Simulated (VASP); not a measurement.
# TaAs (I4_1md) in VASP: notebook

One crystal, TaAs, is run at these levels: PBEsol; tasks: relaxation of cell and atoms, relaxation of the atoms.

Everything below comes from runs of VASP 6.6.1. Logs are shortened: lines on timing, memory, paths and dates and some standing lists are left out, and cuts for length are marked.

**1. The structure**

It takes space group I4_1md (No. 109, tetragonal). Conventional cell: a = 3.444 Å, b = 3.444 Å, c = 11.736 Å, α = 90.00°, β = 90.00°, γ = 90.00°. Around Ta (site symmetry 2mm) lie 6 As at 2.61 to 2.62 Å. As (site symmetry 2mm) has 6 Ta at 2.61 to 2.62 Å as nearest neighbours.

The cell is a database's computed one.

**2. Relaxation of cell and atoms, PBEsol**

Input file INCAR:

```
PREC = Accurate ; ENCUT = 520
EDIFF = 1E-7 ; ISMEAR = 0
SIGMA = 0.1 ; LREAL = False
LASPH = True ; NELM = 100
ALGO = Normal ; ISIF = 3
LWAVE = False ; LCHARG = False
GGA = PS ; IBRION = 2
NSW = 80 ; EDIFFG = -0.002
```

Input file KPOINTS:

```
regular mesh
0
Gamma
  18 18 18
```

Input file POSCAR:

```
TaAs
1.0
   -1.7218133600      1.7218133600      5.8679415400
    1.7218133600     -1.7218133600      5.8679415400
    1.7218133600      1.7218133600     -5.8679415400
Ta As
2 2
Direct
    0.4999673000      0.9999673000      0.5000000000
    0.7499673000      0.7499673000      0.0000000000
    0.0826321200      0.5826321200      0.5000000000
    0.3326321200      0.3326321200      0.0000000000
```

Potentials or basis: VASP PAW PBE potentials, release 64 (Ta_pv, As).

Launch:

```bash
> cat potpaw_PBE.64/Ta_pv/POTCAR potpaw_PBE.64/As/POTCAR > POTCAR
> mpirun -np 1 vasp_std > vasp.out
```

OUTCAR:

```text
PREC = Accurate
   ENCUT = 520
   EDIFF = 1E-7
   ISMEAR = 0
   LREAL = False
   LASPH = True
   NELM = 100
   ISIF = 3
   GGA = PS
   IBRION = 2
   NSW = 80
   EDIFFG = -0.002

 ion  position               nearest neighbor table
   1  0.500  1.000  0.500-   4 2.61   4 2.61   3 2.62   3 2.62   3 2.62   3 2.62   2 3.40   2 3.40
                             2 3.40   2 3.40
   2  0.750  0.750  0.000-   3 2.61   3 2.61   4 2.62   4 2.62   4 2.62   4 2.62   1 3.40   1 3.40
                             1 3.40   1 3.40
   3  0.083  0.583  0.500-   2 2.61   2 2.61   1 2.62   1 2.62   1 2.62   1 2.62
   4  0.333  0.333  0.000-   1 2.61   1 2.61   2 2.62   2 2.62   2 2.62   2 2.62

  LATTYP: Found a body centered tetragonal cell.
 ALAT       =     3.4436267200
 C/A-ratio  =     3.4080009345

  Lattice vectors:

 A1 = (  -1.7218133600,   1.7218133600,   5.8679415400)
 A2 = (   1.7218133600,  -1.7218133600,   5.8679415400)
 A3 = (   1.7218133600,   1.7218133600,  -5.8679415400)

Analysis of symmetry for initial positions (statically):
=====================================================================
 Subroutine PRICEL returns:
 Original cell was already a primitive cell.

 Routine SETGRP: Setting up the symmetry group for a
 body centered tetragonal supercell.

 Subroutine GETGRP returns: Found  8 space group operations
 (whereof  4 operations were pure point group operations)
 out of a pool of 16 trial point group operations.

The static configuration has the point symmetry C_2v.
 The point group associated with its full space group is C_4v.

Analysis of symmetry for dynamics (positions and initial velocities):
=====================================================================
 Subroutine PRICEL returns:
 Original cell was already a primitive cell.

 Routine SETGRP: Setting up the symmetry group for a
 body centered tetragonal supercell.

 Subroutine GETGRP returns: Found  8 space group operations
 (whereof  4 operations were pure point group operations)
 out of a pool of 16 trial point group operations.

The dynamic configuration has the point symmetry C_2v.
 The point group associated with its full space group is C_4v.

 Subroutine INISYM returns: Found  8 space group operations
 (whereof  4 operations are pure point group operations),
 and found     1 'primitive' translations

----------------------------------------------------------------------------------------

[... 120 lines left out ...]
   LORBIT       =      0    0 simple, 1 ext, 2 COOP (PROOUT), +10 PAW based schemes
   GGA     = PS    functional components
   LHFCALC =     F    Hartree Fock is set to
   AEXX    =    0.0000 exact exchange contribution
   IVDW    =     0    specifies the selected vdW correction
   LEPSILON=     F    determine dielectric tensor
   LRPA    =     F    only Hartree local field effects (RPA)
 conjugate gradient relaxation of ions
 non-spin polarized calculation
 Gauss-broadening in eV      SIGMA  =   0.10
  energy-cutoff  :      520.00
  volume of cell :       69.59
 maximum number of plane-waves:      1896
   NGX = 23   NGY = 23   NGZ = 23

--------------------------------------- Ionic step        1  -------------------------------------------

 number of electron      32.0000002 magnetization

 Free energy of the ion-electron system (eV)
  ---------------------------------------------------
  ext. energy  EPLUGINS =         0.00000000
  ---------------------------------------------------
  free energy    TOTEN  =       -37.71728420 eV

  energy without entropy =      -37.71560362  energy(sigma->0) =      -37.71644391

------------------------ aborting loop because EDIFF is reached ----------------------------------------

  FORCE on cell =-STRESS in cart. coord.  units (eV):
  Direction    XX          YY          ZZ          XY          YZ          ZX
  --------------------------------------------------------------------------------------
  -------------------------------------------------------------------------------------
  Total       -1.2981366     -1.2981366     -1.6409326      0.0000000      0.0000000      0.0000000
  in kB      -29.8891148    -29.8891148    -37.7818669      0.0000000      0.0000000      0.0000000
  external PRESSURE =     -32.5200322 kB  Pullay stress =       0.0000000 kB
[... 95 lines left out ...]
  FREE ENERGIE OF THE ION-ELECTRON SYSTEM (eV)
  ---------------------------------------------------
  free  energy   TOTEN  =       -37.7302652624 eV

  energy  without entropy=      -37.7286136601  energy(sigma->0) =      -37.72943946

[... ionic steps 4 to 7 ...]

--------------------------------------- Ionic step        8  -------------------------------------------

 number of electron      32.0000001 magnetization

------------------------ aborting loop because EDIFF is reached ----------------------------------------
[... 71 lines left out ...]
--------------------------------------- Ionic step       10  -------------------------------------------

 number of electron      32.0000001 magnetization

 Free energy of the ion-electron system (eV)
  ---------------------------------------------------
  ext. energy  EPLUGINS =         0.00000000
  ---------------------------------------------------
  free energy    TOTEN  =       -37.73167045 eV

  energy without entropy =      -37.72999841  energy(sigma->0) =      -37.73083443

 E-fermi :   6.9898     XC(G=0): -12.1031

 val. band max:        6.9855239543   @ k =  -0.3333   0.4444   0.3333
 cond. band min:       6.9904845000   @ k =  -0.1111  -0.4444   0.1111
 fundamental gap:      0.0049605457
 Fermi energy:         6.9898163234

 k-point     1 :       0.0000    0.0000    0.0000
  band No.  band energies     occupation
      1     -27.8944      2.00000
      2     -27.8467      2.00000
      3     -27.8467      2.00000
      4     -27.6903      2.00000
      5     -27.6903      2.00000
      6     -27.6300      2.00000
[... 541 lines left out ...]
     19       8.7366      0.00000
     20       9.5241      0.00000

 [... further k-points ...]

------------------------ aborting loop because EDIFF is reached ----------------------------------------

  FORCE on cell =-STRESS in cart. coord.  units (eV):
  Direction    XX          YY          ZZ          XY          YZ          ZX
  --------------------------------------------------------------------------------------
  -------------------------------------------------------------------------------------
  Total        0.0065072      0.0065072     -0.0047177      0.0000000      0.0000000      0.0000000
  in kB        0.1526196      0.1526196     -0.1106488      0.0000000      0.0000000      0.0000000
  external PRESSURE =       0.0648634 kB  Pullay stress =       0.0000000 kB
[... 19 lines left out ...]
  FREE ENERGIE OF THE ION-ELECTRON SYSTEM (eV)
  ---------------------------------------------------
  free  energy   TOTEN  =       -37.7316704548 eV

  energy  without entropy=      -37.7299984070  energy(sigma->0) =      -37.73083443

 reached required accuracy - stopping structural energy minimisation
```

OSZICAR:

```text
N       E                     dE             d eps       ncg     rms          rms(c)
DAV:   1     0.239399789521E+03    0.23940E+03   -0.16964E+04 19208   0.155E+03
[... 86 lines left out ...]
DAV:   1    -0.377317021505E+02   -0.42766E-04   -0.13827E-03 19224   0.372E-01    0.486E-02
DAV:   2    -0.377316775023E+02    0.24648E-04   -0.79993E-05 19572   0.796E-02    0.184E-02
DAV:   3    -0.377316713774E+02    0.61250E-05   -0.19898E-05 24144   0.360E-02    0.472E-03
DAV:   4    -0.377316708108E+02    0.56655E-06   -0.25862E-06 24728   0.864E-03    0.199E-03
DAV:   5    -0.377316706141E+02    0.19674E-06   -0.46896E-07 18568   0.546E-03    0.166E-03
DAV:   6    -0.377316704534E+02    0.16063E-06   -0.35254E-08 12164   0.174E-03    0.299E-04
DAV:   7    -0.377316704548E+02   -0.13374E-08   -0.75686E-09 10704   0.808E-04
  10 F= -.37731670E+02 E0= -.37730834E+02  d E =-.506545E-05
```

Run time: 1.7 h. Hardware: 1 thread of Intel Xeon Platinum 8259CL at 2.50GHz (Skylake/Cascade Lake), shared host; peak memory 0.84 GiB.

What came out:

```yaml
Free_energy: -37.7317 eV
Relaxed_volume: 17.08 Å³/atom
Relaxed_cell: a = 6.285 Å, b = 6.285 Å, c = 6.285 Å, α = 148.30°, β = 148.30°, γ = 45.44°
Space_group_after_relaxing_to_0.05_Å: I4_1md (No. 109)
Energy_gained_by_relaxing: 3.6 meV/atom
Ionic_steps: 10
Pressure_after_relaxing: 0.0 GPa
Band_gap_on_the_k_mesh: none (metal or under the smearing width)
```

The path:
| step | energy change (eV) | largest force (eV/Å) | pressure (GPa) | volume (Å³) |
| --- | --- | --- | --- | --- |
| 1 | 0.0000 | 0.0224 | -3.25 | 69.59 |
| 2 | 0.0342 | 0.0586 | 7.01 | 66.09 |
| 3 | -0.0130 | 0.0333 | 0.03 | 68.36 |
| 4 | -0.0130 | 0.0335 | 0.10 | 68.33 |
| 5 | -0.0141 | 0.0347 | 0.07 | 68.31 |
| 6 | -0.0143 | 0.0353 | 0.05 | 68.30 |
| 7 | -0.0144 | 0.0096 | -0.10 | 68.35 |
| 8 | -0.0144 | 0.0026 | -0.06 | 68.33 |
| 9 | -0.0144 | 0.0042 | 0.10 | 68.28 |
| 10 | -0.0144 | 0.0002 | 0.01 | 68.31 |

Final structure:
```
Ta As
1.0
    -1.71640    1.71640    5.79697
     1.71640   -1.71640    5.79697
     1.71640    1.71640   -5.79697
Ta As
2 2
Direct
  0.50031 0.00031 0.50000
  0.75031 0.75031 0.00000
  0.08229 0.58229 0.50000
  0.33229 0.33229 0.00000
```

Caveat: the PAW data sets were made with another functional, which shifts forces and pressure a little. Spin-orbit coupling is left out, which matters for the levels of Ta.

**3. Relaxation of cell and atoms, PBEsol**

This run uses another cell than the first one, of 17.08 Å³/atom, 0.982 times its volume.

INCAR is that of step 2.

KPOINTS is that of step 2.

Input file POSCAR:

```
TaAs                                    
1.0
   -1.7163953392      1.7163953392      5.7969684310
    1.7163953392     -1.7163953392      5.7969684310
    1.7163953392      1.7163953392     -5.7969684310
  Ta              As            
     2     2
Direct
     0.5003141784120659    0.0003141784120660    0.5000000000000000
     0.7503141784120659    0.7503141784120659    0.0000000000000000
     0.0822852415879352    0.5822852415879352    0.5000000000000000
     0.3322852415879352    0.3322852415879352    0.0000000000000000
```

Potentials or basis: VASP PAW PBE potentials, release 64 (Ta_pv, As).

Launch:

```bash
> cat potpaw_PBE.64/Ta_pv/POTCAR potpaw_PBE.64/As/POTCAR > POTCAR
> mpirun -np 1 vasp_std > vasp.out
```

Run time: 18 min. Hardware: 1 thread of Intel Xeon Platinum 8259CL at 2.50GHz (Skylake/Cascade Lake), shared host; peak memory 0.82 GiB.

It converged, with:

| Property | Result |
| --- | --- |
| Free energy | -37.7314 eV |
| Pressure after relaxing | 0.0 GPa |
| Band gap on the k mesh | none (metal or under the smearing width) |

Final structure:
```xyz
4
Lattice="-1.7164 1.7164 5.7970 1.7164 -1.7164 5.7970 1.7164 1.7164 -5.7970" Properties=species:S:1:pos:R:3 pbc="T T T"
Ta    0.0000    1.7164    0.0036
Ta    0.0000    0.0000    8.6991
As    1.7164    0.0000    0.9540
As    0.0000    0.0000    3.8525
```

Levels at points of the mesh, in eV from the Fermi level:
```
           k point  band 12  band 13  band 14  band 15  band 16  band 17  band 18  band 19  band 20
(0.00, 0.00, 0.00)    -2.50    -2.40    -1.95    -1.64    -1.64     0.90     1.60     2.42     3.16
(0.50, 0.00, 0.00)    -3.50    -2.49    -2.30    -1.58    -0.21     0.12     1.42     2.33     2.50
(0.50, 0.50, 0.00)    -5.14    -3.19    -3.19    -1.14    -1.14     2.84     2.84     3.15     3.15
(0.50, 0.50, 0.50)    -2.93    -2.87    -2.87    -0.92    -0.92     1.23     1.23     2.38     2.38
```

Caveat: the relaxation stopped at its first step, so nothing moved; the PAW data sets were made with another functional, which shifts forces and pressure a little. The run has no spin-orbit coupling, so splittings on Ta are missing.

**4. Relaxation of the atoms, PBEsol (a relaxed cell with its volume scaled by 0.98)**

INCAR, as its differences from that of step 3:

```diff
@@ -4,3 +4,3 @@
 LASPH = True ; NELM = 100
-ALGO = Normal ; ISIF = 3
+ALGO = Normal ; ISIF = 2
 LWAVE = False ; LCHARG = False
```

KPOINTS is that of step 3.

Input file POSCAR:

```
TaAs                                    
1.0
   -1.7048755603      1.7048755603      5.7580614303
    1.7048755603     -1.7048755603      5.7580614303
    1.7048755603      1.7048755603     -5.7580614303
  Ta              As            
     2     2
Direct
     0.5003141784120686    0.0003141784120686    0.5000000000000000
     0.7503141784120686    0.7503141784120686    0.0000000000000000
     0.0822852415879325    0.5822852415879325    0.5000000000000000
     0.3322852415879325    0.3322852415879325    0.0000000000000000
```

Launch:

```bash
> cat potpaw_PBE.64/Ta_pv/POTCAR potpaw_PBE.64/As/POTCAR > POTCAR
> mpirun -np 1 vasp_std > vasp.out
```

Wall time 32 min (1 thread of Intel Xeon Platinum 8259CL at 2.50GHz (Skylake/Cascade Lake), shared host); peak memory 0.81 GiB.

Results (log left out):

```yaml
Free_energy: -37.7140 eV
Energy_gained_by_relaxing: 0.0 meV/atom
Ionic_steps: 3
Pressure_after_relaxing: 4.1 GPa
Band_gap_on_the_k_mesh: none (metal or under the smearing width)
```

Stress tensor (GPa, compression positive):
```
4.31 0.00 0.00
0.00 4.31 0.00
0.00 0.00 3.65
```

Final structure:
```yaml
crystal:
  lattice:
    - [-1.70488, 1.70488, 5.75806]
    - [1.70488, -1.70488, 5.75806]
    - [1.70488, 1.70488, -5.75806]
  atoms:
    - { symbol: Ta, position: [0.50036, 0.00036, 0.50000] }
    - { symbol: Ta, position: [0.75036, 0.75036, 0.00000] }
    - { symbol: As, position: [0.08224, 0.58224, 0.50000] }
    - { symbol: As, position: [0.33224, 0.33224, 0.00000] }
```

Levels at points of the mesh, in eV from the Fermi level:
```csv
k point,band 12,band 13,band 14,band 15,band 16,band 17,band 18,band 19,band 20
"(0.00, 0.00, 0.00)",-2.53,-2.46,-2.01,-1.66,-1.66,0.92,1.65,2.48,3.24
"(0.50, 0.00, 0.00)",-3.56,-2.53,-2.33,-1.63,-0.21,0.12,1.45,2.39,2.57
"(0.50, 0.50, 0.00)",-5.23,-3.23,-3.23,-1.16,-1.16,2.93,2.93,3.24,3.24
"(0.50, 0.50, 0.50)",-2.97,-2.95,-2.95,-0.90,-0.90,1.26,1.26,2.45,2.45
```

Caveat: the PAW data sets were made with another functional, which shifts forces and pressure a little. Spin-orbit coupling is left out, which matters for the levels of Ta.

[end of part 1 of 2]
